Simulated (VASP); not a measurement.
Here is a VASP 6.6.1 calculation.

INCAR

```
ALGO = Fast
DIPOL = 0.5 0.5 0.480
EDIFF = 1E-7
ENCUT = 520
GGA = PS
IDIPOL = 3
ISIF = 2
ISMEAR = 0
LASPH = T
LCHARG = T
LDIPOL = T
LELF = T
LREAL = F
LVACPOTAV = T
LVHAR = T
LWAVE = F
NBANDS = 24
NELM = 100
PREC = Accurate
SIGMA = 0.1
```

The input KPOINTS:

```
k-points
0
Gamma
  9 8 1
```

File POSCAR:

```
Mg3B6H
1.0
    3.0616909783      0.0000000000      0.0000000000
    0.0000000000      3.5044564173      0.0000000000
    0.0000000000      0.0000000000     26.0706724419
B Mg H
6 3 1
Direct
    0.0000000000      0.5000000000      0.3260368531
    0.0000000000      0.5000000000      0.3938397881
    0.5000000000      0.5000000000      0.4277412556
    0.5000000000      0.5000000000      0.4960360250
    0.0000000000      0.5000000000      0.5307815674
    0.0000000000      0.5000000000      0.5932453226
    0.5000000000      0.0000000000      0.3599383205
    0.0000000000      0.0000000000      0.4619668015
    0.5000000000      0.0000000000      0.5665156414
    0.0000000000      0.5000000000      0.6393088480
```

Potentials or basis: VASP PAW PBE potentials, release 64 (B, Mg, H).

The run is started by

```sh
$ cat potpaw_PBE.64/B/POTCAR potpaw_PBE.64/Mg/POTCAR potpaw_PBE.64/H/POTCAR > POTCAR
$ mpirun -np 1 vasp_std > vasp.out
```

Question: Estimate the work function of the upper face.

Answer: 4.28 eV.

Question: What does it give for the largest force?

Answer: 1.702 eV/Å.

Forces in eV/Å, atoms in the order of the input:
```
B    0.000  0.000  1.702
B    0.000  0.000 -0.482
B    0.000  0.000 -0.267
B    0.000  0.000 -0.004
B    0.000  0.000 -0.005
B    0.000  0.000  0.014
Mg   0.000  0.000 -0.965
Mg   0.000  0.000  0.006
Mg   0.000  0.000 -0.011
H    0.000  0.000  0.011
```

Caveat: the PAW data sets were made with another functional, which shifts forces and pressure a little.
